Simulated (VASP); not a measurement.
# Ga (Cmce) in VASP: settings compared

Aim: see how the results for Ga move with the level of theory and the settings. Levels: PBEsol, LDA, PBE. Tasks: relaxation of cell and atoms.

All numbers are computed with VASP 6.6.1; they aren't measurements. Logs are shortened: lines on timing, memory, paths and dates and some standing lists are left out, and cuts for length are marked.

### Step 1. Starting point

Symmetry: Cmce, No. 64, orthorhombic system. The conventional cell has a = 4.523 Å, b = 7.661 Å, c = 4.524 Å, α = 90.00°, β = 90.00°, γ = 90.00°. Ga (site symmetry m) has 7 Ga at 2.48 to 2.79 Å as nearest neighbours.

### Step 2. Relaxation of cell and atoms, PBEsol

Contents of INCAR:

```
  PREC = Accurate
  ENCUT = 600
  EDIFF = 1E-6
  ISMEAR = -1
  SIGMA = 0.05
  LREAL = False
  LASPH = True
  NELM = 80
  ALGO = Normal
  ISIF = 3
  LWAVE = False
  LCHARG = False
  GGA = PS
  IBRION = 2
  NSW = 40
  EDIFFG = -0.005
```

Contents of KPOINTS:

```
regular mesh
0
Gamma
  13 13 11
```

Contents of POSCAR:

```
Ga
1.0
    2.2615000000     -3.8305000000      0.0000000000
    2.2615000000      3.8305000000      0.0000000000
    0.0000000000      0.0000000000      4.5240000000
Ga
4
Direct
    0.8451000000      0.1549000000      0.0810000000
    0.6549000000      0.3451000000      0.5810000000
    0.1549000000      0.8451000000      0.9190000000
    0.3451000000      0.6549000000      0.4190000000
```

Potentials or basis: VASP PAW PBE potentials, release 64 (Ga_d).

Run with:

```sh
> cat potpaw_PBE.64/Ga_d/POTCAR > POTCAR
> mpirun -np 1 vasp_std > vasp.out
```

OUTCAR:

```text
PREC = Accurate
   ENCUT = 600
   EDIFF = 1E-6
   ISMEAR = -1
   LREAL = False
   LASPH = True
   NELM = 80
   ISIF = 3
   GGA = PS
   IBRION = 2
   NSW = 40
   EDIFFG = -0.005

 ion  position               nearest neighbor table
   1  0.845  0.155  0.081-   3 2.48   2 2.69   2 2.69   4 2.73   4 2.73   3 2.79   3 2.79
   2  0.655  0.345  0.581-   4 2.48   1 2.69   1 2.69   3 2.73   3 2.73   4 2.79   4 2.79
   3  0.155  0.845  0.919-   1 2.48   4 2.69   4 2.69   2 2.73   2 2.73   1 2.79   1 2.79
   4  0.345  0.655  0.419-   2 2.48   3 2.69   3 2.69   1 2.73   1 2.73   2 2.79   2 2.79

  LATTYP: Found a base centered orthorhombic cell.
 ALAT       =     4.5230000000
 B/A-ratio  =     1.6937873093
 C/A-ratio  =     1.0002210922

  Lattice vectors:

 A1 = (   2.2615000000,  -3.8305000000,   0.0000000000)
 A2 = (   2.2615000000,   3.8305000000,   0.0000000000)
 A3 = (   0.0000000000,   0.0000000000,   4.5240000000)

Analysis of symmetry for initial positions (statically):
=====================================================================
 Subroutine PRICEL returns:
 Original cell was already a primitive cell.

 Routine SETGRP: Setting up the symmetry group for a
 base centered orthorhombic supercell.

 Subroutine GETGRP returns: Found  8 space group operations
 (whereof  4 operations were pure point group operations)
 out of a pool of  8 trial point group operations.

The static configuration has the point symmetry C_2h.
 The point group associated with its full space group is D_2h.

Analysis of symmetry for dynamics (positions and initial velocities):
=====================================================================
 Subroutine PRICEL returns:
 Original cell was already a primitive cell.

 Routine SETGRP: Setting up the symmetry group for a
 base centered orthorhombic supercell.

 Subroutine GETGRP returns: Found  8 space group operations
 (whereof  4 operations were pure point group operations)
 out of a pool of  8 trial point group operations.

The dynamic configuration has the point symmetry C_2h.
 The point group associated with its full space group is D_2h.

 Subroutine INISYM returns: Found  8 space group operations
 (whereof  4 operations are pure point group operations),
 and found     1 'primitive' translations

----------------------------------------------------------------------------------------
[... 119 lines left out ...]
  Fermi-wavevector in a.u.,A,eV,Ry     =   1.427823  2.698194 27.737908  2.038679
  Thomas-Fermi vector in A             =   2.547951
   LORBIT       =      0    0 simple, 1 ext, 2 COOP (PROOUT), +10 PAW based schemes
   GGA     = PS    functional components
   LHFCALC =     F    Hartree Fock is set to
   AEXX    =    0.0000 exact exchange contribution
   IVDW    =     0    specifies the selected vdW correction
   LEPSILON=     F    determine dielectric tensor
   LRPA    =     F    only Hartree local field effects (RPA)
 conjugate gradient relaxation of ions
 non-spin polarized calculation
  energy-cutoff  :      600.00
  volume of cell :       78.38
 maximum number of plane-waves:      2640
   NGX = 17   NGY = 17   NGZ = 19

--------------------------------------- Ionic step        1  -------------------------------------------

 number of electron      52.0000010 magnetization

 Free energy of the ion-electron system (eV)
  ---------------------------------------------------
  ext. energy  EPLUGINS =         0.00000000
  ---------------------------------------------------
  free energy    TOTEN  =       -13.40078748 eV

  energy without entropy =      -13.39400946  energy(sigma->0) =      -13.39739847

------------------------ aborting loop because EDIFF is reached ----------------------------------------

  FORCE on cell =-STRESS in cart. coord.  units (eV):
  Direction    XX          YY          ZZ          XY          YZ          ZX
  --------------------------------------------------------------------------------------
  -------------------------------------------------------------------------------------
  Total       -0.8986135     -0.5288025     -0.8113863      0.0000000      0.0000000      0.0000000
  in kB      -18.3687190    -10.8093464    -16.5856931      0.0000000      0.0000000      0.0000000
  external PRESSURE =     -15.2545862 kB  Pullay stress =       0.0000000 kB
[... 95 lines left out ...]
  FREE ENERGIE OF THE ION-ELECTRON SYSTEM (eV)
  ---------------------------------------------------
  free  energy   TOTEN  =       -13.4138162360 eV

  energy  without entropy=      -13.4073252461  energy(sigma->0) =      -13.41057074

[... ionic steps 4 to 20 ...]

--------------------------------------- Ionic step       21  -------------------------------------------

 number of electron      52.0000010 magnetization

------------------------ aborting loop because EDIFF is reached ----------------------------------------
[... 71 lines left out ...]
--------------------------------------- Ionic step       23  -------------------------------------------

 number of electron      52.0000010 magnetization

 Free energy of the ion-electron system (eV)
  ---------------------------------------------------
  ext. energy  EPLUGINS =         0.00000000
  ---------------------------------------------------
  free energy    TOTEN  =       -13.41438896 eV

  energy without entropy =      -13.40796497  energy(sigma->0) =      -13.41117697

 E-fermi :   5.0820     XC(G=0): -10.9342

 val. band max:        5.0785507566   @ k =  -0.3077   0.2308   0.3636
 cond. band min:       5.0870891946   @ k =   0.0769   0.0769   0.2727
 fundamental gap:      0.0085384381
 Fermi energy:         5.0820235437

 k-point     1 :       0.0000    0.0000    0.0000
  band No.  band energies     occupation
      1     -10.0284      2.00000
      2     -10.0197      2.00000
      3      -9.9839      2.00000
      4      -9.9669      2.00000
      5      -9.9466      2.00000
      6      -9.9223      2.00000
[... 805 lines left out ...]
     30       8.4374      0.00000
     31      10.0700      0.00000

 [... further k-points ...]

------------------------ aborting loop because EDIFF is reached ----------------------------------------

  FORCE on cell =-STRESS in cart. coord.  units (eV):
  Direction    XX          YY          ZZ          XY          YZ          ZX
  --------------------------------------------------------------------------------------
  -------------------------------------------------------------------------------------
  Total       -0.0139454     -0.0132135     -0.0024901      0.0000000      0.0000000      0.0000000
  in kB       -0.2928231     -0.2774556     -0.0522863      0.0000000      0.0000000      0.0000000
  external PRESSURE =      -0.2075217 kB  Pullay stress =       0.0000000 kB
[... 19 lines left out ...]
  FREE ENERGIE OF THE ION-ELECTRON SYSTEM (eV)
  ---------------------------------------------------
  free  energy   TOTEN  =       -13.4143889633 eV

  energy  without entropy=      -13.4079649715  energy(sigma->0) =      -13.41117697

 reached required accuracy - stopping structural energy minimisation
```

OSZICAR:

```text
N       E                     dE             d eps       ncg     rms          rms(c)
DAV:   1     0.367661130120E+03    0.36766E+03   -0.28349E+04 18458   0.343E+03
DAV:   2     0.297954436873E+02   -0.33787E+03   -0.33254E+03 18622   0.597E+02
[... 137 lines left out ...]
  22 F= -.13414388E+02 E0= -.13411174E+02  d E =-.846818E-05
       N       E                     dE             d eps       ncg     rms          rms(c)
DAV:   1    -0.134143922752E+02   -0.37840E-05   -0.38508E-04 22008   0.127E-01    0.135E-02
DAV:   2    -0.134143903943E+02    0.18809E-05   -0.13655E-05 26417   0.439E-02    0.795E-03
DAV:   3    -0.134143888715E+02    0.15228E-05   -0.20081E-06 15113   0.233E-02    0.703E-04
DAV:   4    -0.134143889633E+02   -0.91793E-07   -0.10511E-06  9499   0.112E-02
  23 F= -.13414389E+02 E0= -.13411177E+02  d E =-.958914E-05
```

CONTCAR:

```text
Ga
   1.00000000000000
     2.2379829195577887   -3.7957819123641530   -0.0000000000000000
     2.2379829195577887    3.7957819123641530    0.0000000000000000
     0.0000000000000000   -0.0000000000000000    4.4910466334199581
  Ga
     4
Direct
     0.8440775242418109    0.1559224757581891    0.0834573358380937
     0.6559224757581891    0.3440775242418108    0.5834573358380938
     0.1559224757581891    0.8440775242418109    0.9165426641619062
     0.3440775242418108    0.6559224757581891    0.4165426641619063

  0.00000000E+00  0.00000000E+00  0.00000000E+00
  0.00000000E+00  0.00000000E+00  0.00000000E+00
  0.00000000E+00  0.00000000E+00  0.00000000E+00
  0.00000000E+00  0.00000000E+00  0.00000000E+00
```

It took 86 min on 1 thread of Intel Xeon Platinum 8488C (Sapphire Rapids), shared host; peak memory 0.71 GiB.

What came out:

```yaml
Free_energy: -13.4144 eV
Relaxed_volume: 19.08 Å³/atom
Relaxed_cell: a = 4.406 Å, b = 4.406 Å, c = 4.491 Å, α = 90.00°, β = 90.00°, γ = 118.95°
Space_group_after_relaxing_to_0.05_Å: Cmce (No. 64)
Energy_gained_by_relaxing: 3.4 meV/atom
Ionic_steps: 23
Pressure_after_relaxing: 0.0 GPa
Band_gap_on_the_k_mesh: none (metal or under the smearing width)
```

Forces in eV/Å, atoms in the order of the input:
```
Ga   0.000  0.002  0.000
Ga   0.000 -0.002  0.000
Ga   0.000 -0.002  0.000
Ga   0.000  0.002  0.000
```

The path:
```tsv
step	energy change (eV)	largest force (eV/Å)	pressure (GPa)	volume (Å³)
1	0.0000	0.1504	-1.53	78.38
2	-0.0131	0.0184	-0.08	76.28
3	-0.0130	0.0137	0.14	76.18
4	-0.0131	0.0176	0.02	76.24
5	-0.0133	0.0162	0.05	76.23
6	-0.0134	0.0163	0.07	76.21
7	-0.0135	0.0114	-0.06	76.32
8	-0.0135	0.0137	0.01	76.32
9	-0.0135	0.0097	-0.08	76.33
10	-0.0135	0.0070	-0.12	76.34
11	-0.0136	0.0032	-0.12	76.37
12	-0.0136	0.0029	-0.03	76.35
13	-0.0136	0.0026	-0.05	76.34
14	-0.0136	0.0028	-0.01	76.32
15	-0.0136	0.0027	-0.03	76.31
16	-0.0136	0.0029	0.01	76.30
17	-0.0136	0.0034	-0.07	76.30
18	-0.0136	0.0030	0.00	76.30
19	-0.0136	0.0032	0.02	76.30
20	-0.0136	0.0025	0.00	76.30
21	-0.0136	0.0024	-0.03	76.30
22	-0.0136	0.0025	0.00	76.30
23	-0.0136	0.0022	-0.02	76.30
```

Final structure:
```cif
data_structure
_symmetry_space_group_name_H-M 'P 1'
_symmetry_Int_Tables_number 1
_cell_length_a 4.4064
_cell_length_b 4.4064
_cell_length_c 4.4910
_cell_angle_alpha 90.000
_cell_angle_beta 90.000
_cell_angle_gamma 118.953
_cell_volume 76.30
loop_
_atom_site_label
_atom_site_type_symbol
_atom_site_fract_x
_atom_site_fract_y
_atom_site_fract_z
_atom_site_occupancy
Ga1 Ga 0.84408 0.15592 0.08346 1
Ga2 Ga 0.65592 0.34408 0.58346 1
Ga3 Ga 0.15592 0.84408 0.91654 1
Ga4 Ga 0.34408 0.65592 0.41654 1
```

Caveat: the PAW data sets were made with another functional, which shifts forces and pressure a little.

### Step 3. Relaxation of cell and atoms, LDA

Contents of INCAR:

```
PREC = Accurate
ENCUT = 600
EDIFF = 1E-7
ISMEAR = -1
SIGMA = 0.05
LREAL = False
LASPH = True
NELM = 80
ALGO = Normal
ISIF = 3
LWAVE = False
LCHARG = False
IBRION = 2
NSW = 60
EDIFFG = -0.005
```

KPOINTS is that of step 2.

POSCAR is that of step 2.

Potentials or basis: VASP PAW LDA potentials, release 64 (Ga_d).

Run with:

```sh
> cat potpaw_LDA.64/Ga_d/POTCAR > POTCAR
> mpirun -np 1 vasp_std > vasp.out
```

It took 35 min on 1 thread of Intel Xeon Platinum 8559C (Emerald Rapids), shared host; peak memory 0.69 GiB.

It converged, with:

- Free energy: -14.4365 eV
- Relaxed volume: 18.41 Å³/atom
- Relaxed cell: a = 4.352 Å, b = 4.352 Å, c = 4.443 Å, α = 90.00°, β = 90.00°, γ = 118.93°
- Space group after relaxing (to 0.05 Å): Cmce (No. 64)
- Energy gained by relaxing: 15.3 meV/atom
- Ionic steps: 16
- Pressure after relaxing: 0.0 GPa
- Band gap on the k mesh: none (metal or under the smearing width)

The path:
| step | energy change (eV) | largest force (eV/Å) | pressure (GPa) | volume (Å³) |
| --- | --- | --- | --- | --- |
| 1 | 0.0000 | 0.1737 | -3.60 | 78.38 |
| 2 | -0.0599 | 0.0325 | 0.17 | 73.49 |
| 3 | -0.0600 | 0.0357 | 0.09 | 73.64 |
| 4 | -0.0599 | 0.0378 | -0.03 | 73.73 |
| 5 | -0.0603 | 0.0282 | -0.14 | 73.75 |
| 6 | -0.0606 | 0.0238 | -0.19 | 73.78 |
| 7 | -0.0608 | 0.0215 | 0.06 | 73.61 |
| 8 | -0.0608 | 0.0210 | 0.08 | 73.57 |
| 9 | -0.0609 | 0.0163 | 0.04 | 73.58 |
| 10 | -0.0610 | 0.0152 | 0.00 | 73.60 |
| 11 | -0.0609 | 0.0362 | -0.02 | 73.64 |
| 12 | -0.0610 | 0.0195 | 0.04 | 73.61 |
| 13 | -0.0611 | 0.0081 | -0.03 | 73.66 |
| 14 | -0.0611 | 0.0032 | -0.05 | 73.68 |
| 15 | -0.0611 | 0.0025 | -0.05 | 73.69 |
| 16 | -0.0611 | 0.0014 | 0.01 | 73.64 |

Final structure:
```
CELL_PARAMETERS angstrom
2.21101 -3.74805 0.00000
2.21101 3.74805 0.00000
0.00000 0.00000 4.44300
ATOMIC_POSITIONS crystal
Ga 0.84400 0.15600 0.08463
Ga 0.65600 0.34400 0.58463
Ga 0.15600 0.84400 0.91537
Ga 0.34400 0.65600 0.41537
```

Levels at points of the mesh, in eV from the Fermi level:
```csv
k point,band 22,band 23,band 24,band 25,band 26,band 27,band 28,band 29,band 30,band 31
"(0.00, 0.00, 0.00)",-4.26,-3.88,-1.81,-1.62,-0.74,0.95,1.10,1.11,5.37,5.62
```

### Step 4. Relaxation of cell and atoms, PBE

Contents of INCAR:

```
PREC = Accurate
ENCUT = 600
EDIFF = 1E-6
ISMEAR = -1
SIGMA = 0.05
LREAL = False
LASPH = True
NELM = 100
ALGO = Fast
ISIF = 3
LWAVE = False
LCHARG = False
GGA = PE
IBRION = 2
NSW = 40
EDIFFG = -0.005
```

KPOINTS is that of step 3.

POSCAR is that of step 3.

Potentials or basis: VASP PAW PBE potentials, release 64 (Ga_d).

Run with:

```sh
> cat potpaw_PBE.64/Ga_d/POTCAR > POTCAR
> mpirun -np 1 vasp_std > vasp.out
```

Wall time 33 min (1 thread of Intel Xeon 6975P-C (Granite Rapids), shared host); peak memory 0.7 GiB.

The run converged. Its results:

```yaml
Free_energy: -11.6340 eV
Relaxed_volume: 20.34 Å³/atom
Relaxed_cell: a = 4.500 Å, b = 4.500 Å, c = 4.587 Å, α = 90.00°, β = 90.00°, γ = 118.82°
Space_group_after_relaxing_to_0.05_Å: Cmce (No. 64)
Energy_gained_by_relaxing: 5.1 meV/atom
Ionic_steps: 18
Pressure_after_relaxing: 0.0 GPa
Largest_force_after_relaxing: 0.004 eV/Å
Band_gap_on_the_k_mesh: none (metal or under the smearing width)
```

Forces on the atoms (eV/Å):
```
Ga   0.000  0.000  0.004
Ga   0.000  0.000  0.004
Ga   0.000  0.000 -0.004
Ga   0.000  0.000 -0.004
```

Step by step:
```
step  energy change (eV)  largest force (eV/Å)  pressure (GPa)  volume (Å³)
   1              0.0000                0.1343            2.07        78.38
   2             -0.0198                0.0258            0.14        81.29
   3             -0.0196                0.0165           -0.25        81.62
   4             -0.0198                0.0305           -0.04        81.40
   5             -0.0202                0.0155           -0.02        81.43
   6             -0.0205                0.0077           -0.02        81.48
   7             -0.0205                0.0137            0.04        81.47
   8             -0.0205                0.0069           -0.05        81.47
   9             -0.0205                0.0120           -0.05        81.47
  10             -0.0205                0.0094            0.08        81.37
  11             -0.0205                0.0081            0.05        81.39
  12             -0.0205                0.0080           -0.04        81.40
  13             -0.0205                0.0067            0.09        81.40
  14             -0.0205                0.0074           -0.08        81.40
  15             -0.0205                0.0062           -0.01        81.40
  16             -0.0205                0.0036            0.05        81.37
  17             -0.0205                0.0070            0.00        81.38
  18             -0.0205                0.0044            0.00        81.37
```

Final structure:
```
Ga
1.0
     2.28994   -3.87325    0.00000
     2.28994    3.87325    0.00000
     0.00000    0.00000    4.58731
Ga
4
Direct
  0.84368 0.15632 0.08178
  0.65632 0.34368 0.58178
  0.15632 0.84368 0.91822
  0.34368 0.65632 0.41822
```

Levels at points of the mesh, in eV from the Fermi level:
```csv
k point,band 22,band 23,band 24,band 25,band 26,band 27,band 28,band 29,band 30,band 31
"(0.00, 0.00, 0.00)",-4.21,-3.62,-1.85,-1.62,-0.63,0.90,0.94,1.16,4.85,5.22
```

PBE usually gives volumes a little too large and moduli too small. Zero-point motion and thermal expansion aren't in these numbers.

### Step 5. Summary

```tsv
level	potentials or basis	gap on the mesh (eV)	pressure (GPa)	relaxed volume (Å³/atom)
PBEsol	VASP PAW PBE potentials, release 64 (Ga_d)	none	0.0	19.08
LDA	VASP PAW LDA potentials, release 64 (Ga_d)	none	0.0	18.41
PBE	VASP PAW PBE potentials, release 64 (Ga_d)	none	0.0	20.34
```

Alike in all rows: task relaxation of cell and atoms; no spin polarisation; cell relaxed; k mesh 13 × 13 × 11; cutoff (eV) 600; smearing fermi-dirac 0.05 eV.

Caveats: the PAW data sets were made with another functional, which shifts forces and pressure a little (some runs).

Total energies depend on the potentials used, so only differences within one code and one set of settings carry meaning.
